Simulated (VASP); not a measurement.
Elastic constants (GPa) of a crystal from PBEsol GGA, VASP's PBE PAW potentials (set 64) in VASP 6.6.1:

```csv
,xx,yy,zz,yz,xz,xy
xx,80.7,40.6,40.6,0.0,0.0,0.0
yy,40.6,80.7,40.6,0.0,0.0,0.0
zz,40.6,40.6,80.7,0.0,0.0,0.0
yz,0.0,0.0,0.0,36.8,0.0,0.0
xz,0.0,0.0,0.0,0.0,36.8,0.0
xy,0.0,0.0,0.0,0.0,0.0,36.8
```

### Question
Work out the Voigt, Reuss and Hill moduli, Young's modulus and Poisson's ratio.

### Answer
All eigenvalues are positive (smallest 36.8 GPa), so the crystal is stable. K_V = (C11+C22+C33+2(C12+C13+C23))/9 = (242.1 + 2×121.8)/9 = 54.0 GPa; G_V = (242.1 − 121.8 + 3×110.4)/15 = 30.1 GPa. From the compliances, K_R = 54.0 GPa and G_R = 27.6 GPa. Hill: K = 54.0 GPa, G = 28.8 GPa, E = 9KG/(3K+G) = 73.4 GPa, ν = (3K−2G)/(2(3K+G)) = 0.273. K/G = 1.87, above Pugh's 1.75; universal anisotropy A^U = 0.46.

### Question
With a density of 4.21 g/cm³, what are the mean sound speeds?

### Answer
v_l = √((K+4G/3)/ρ) = 4.69 km/s and v_t = √(G/ρ) = 2.62 km/s. The crystal is AlSb (zinc blende), cubic.

The compound is AlSb in the zinc blende structure. It was relaxed first.
